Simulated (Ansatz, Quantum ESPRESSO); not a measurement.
# GaAs1-xPx: band gap against composition

How far does the gap depart from the straight line between the end members?

Calculated with Quantum ESPRESSO 7.5, PBEsol, GBRV 1.5 ultrasoft potentials, cutoff 680 eV, Fermi–Dirac smearing 0.02 eV, k-mesh 4×4×4, no spin polarisation, no spin-orbit coupling.

Each composition is one ordered cell of the zinc blende structure with 8 sites to fill (x is the share of P on the As sites), chosen so that its near-neighbour pairs are as close to random as the cell allows, with cell and atoms relaxed. The cell at x = 0.125: a = 7.9667 Å, b = 7.9667 Å, c = 7.9667 Å, α = 60.00°, β = 60.00°, γ = 60.00°.

```
atom       x       y       z
  As  0.3752  0.3752  0.8748
  As  0.3752  0.8748  0.3752
  As  0.3752  0.8748  0.8748
  As  0.8748  0.3752  0.3752
  As  0.8748  0.3752  0.8748
  As  0.8748  0.8748  0.3752
  As  0.8750  0.8750  0.8750
  Ga  0.0002  0.0002  0.0002
  Ga  0.0002  0.0002  0.4995
  Ga  0.0002  0.4995  0.0002
  Ga  0.0075  0.4975  0.4975
  Ga  0.4995  0.0002  0.0002
  Ga  0.4975  0.0075  0.4975
  Ga  0.4975  0.4975  0.0075
  Ga  0.4975  0.4975  0.4975
   P  0.3750  0.3750  0.3750
```

```csv
x,formula,space group,gap (eV)
0,GaAs,F-43m,0.417
0.125,Ga8As7P,F-43m,0.561
0.25,Ga4As3P,Amm2,0.686
0.375,Ga8As5P3,R3m,0.821
0.5,Ga2AsP,Ima2,0.990
0.75,Ga4AsP3,Amm2,1.244
0.875,Ga8AsP7,F-43m,1.304
1,GaP,F-43m,1.460
```

**Question.** Fit the trend and give the value at x = 0.625, a row left out above.

The law is y = (1 − x) y0 + x y1 − b x(1 − x). With w = x(1 − x) and δ the distance of each inner row from the straight line, b = −Σδw/Σw².

| x | w | δ |
| --- | --- | --- |
| 0.125 | 0.1094 | 0.014 |
| 0.25 | 0.1875 | 0.008 |
| 0.375 | 0.2344 | 0.013 |
| 0.5 | 0.2500 | 0.051 |
| 0.75 | 0.1875 | 0.045 |
| 0.875 | 0.1094 | −0.026 |

Σδw = 0.02452 and Σw² = 0.2117, so b = −0.116 eV. At x = 0.625 the law gives 1.096 eV. The run itself gives 1.103 eV, so the estimate misses by 0.007 eV; the fitted rows themselves lie up to 0.038 eV off the law.

In some rows both band edges lie at the zone centre of the cell and in others not, so the gap changes its kind along x.

The rows scatter more than the bowing term itself, so b isn't fixed by them.

The lowest conduction valley of the two ends differs in kind, so the gap changes character along x and one parabola is a summary, not a bowing parameter of one valley.

One small ordered cell stands for each composition, so a random alloy may differ, and zone-edge valleys can fold onto Γ in it. Semilocal functionals give gaps that are too small, and the error differs from valley to valley, so the order of close valleys can be wrong too. Spin-orbit coupling, left out here, splits the valence top by 0.1 eV or more with such elements and lowers the gap.

The same fit over all rows at other levels or in other programs gives b = −0.150 eV with PBEsol (Ansatz) and −0.247 eV with r2SCAN (Ansatz).

[Logs are printed without paths, hosts, clocks, repeated set-up lines and the standing remarks that a program may print on its own settings, such as how far it seeks lower states.]
